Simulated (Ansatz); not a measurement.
Space group I4/m (No. 87). a = 6.609 Å, b = 6.609 Å, c = 2.911 Å, α = 90.00°, β = 90.00°, γ = 90.00°
| atom | site | symmetry | x | y | z |
| --- | --- | --- | --- | --- | --- |
| Fe | 8h | m.. | 0.8932 | 0.6881 | 0.0000 |
| Pt | 2b | 4/m.. | 0.0000 | 0.0000 | 0.5000 |

Equation of state of this Fe4Pt structure (not necessarily the ground state), with shape and atoms relaxed at each volume where symmetry leaves them free. It has no gap at any of these volumes. Computed with Ansatz 0.2.0, DFT PBE, scalar-relativistic, plane waves, PAW.

Cutoff 420 eV; k points 14×14×14 on the computed 5-atom cell (Γ-centred); Gaussian smearing, width 0.10 eV; collinear spin from starting moments 3.0 3.0 3.0 3.0 0.5 μB.

```
V (Å³/atom)  E − E(largest V) (meV/atom)  P (GPa)
     11.568                         8.52    21.03
     11.950                       -32.32    13.10
     12.331                       -54.95     5.96
     12.713                       -61.77     0.01
     13.094                       -55.55    -5.14
     13.475                       -37.97    -9.48
     13.984                         0.00   -14.19
```

**Question.** Fit a third-order Birch–Murnaghan equation, E = E0 + (9V0B0/16)·[(x − 1)³B0' + (x − 1)²(6 − 4x)] with x = (V0/V)^(2/3), to E(V).

**Answer.** V0 = 12.71 Å³/atom, B0 = 185 GPa, B0' = 4.4.

Spin-orbit coupling is left out, which matters for the bands of heavy elements.

The cell was found from a structure generator's guess, not taken from experiment.
